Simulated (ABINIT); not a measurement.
Ta:

```
Ta
1.0
    -1.65128    1.65128    1.65128
     1.65128   -1.65128    1.65128
     1.65128    1.65128   -1.65128
Ta
1
Direct
  0.00000 0.00000 0.00000
```

Base run:

- Program: ABINIT 10.8.3 (patched build)
- Functional: BLYP
- Potentials or basis: JTH PAW PBE v2.0
- Cutoff: 517 eV
- k mesh: 11 × 11 × 11
- Occupations: fermi-dirac, width 0.05 eV
- Spin: spin-orbit coupling, no magnetisation

Its results: band gap on the k mesh none (metal or under the smearing width); pressure 8.8 GPa.

Problem. After a change of settings the same cell gave: band gap on the k mesh none (metal or under the smearing width); pressure 2.1 GPa. Which change was it?
A. functional from BLYP to revPBE; spin from spin-orbit coupling, no magnetisation to no spin polarisation
B. functional from BLYP to rPW86PBE
C. functional from BLYP to BP86

Solution. C.

Caveats: the PAW data sets were made with another functional, which shifts forces and pressure a little.

Runs at the PBE level aren't shown here.
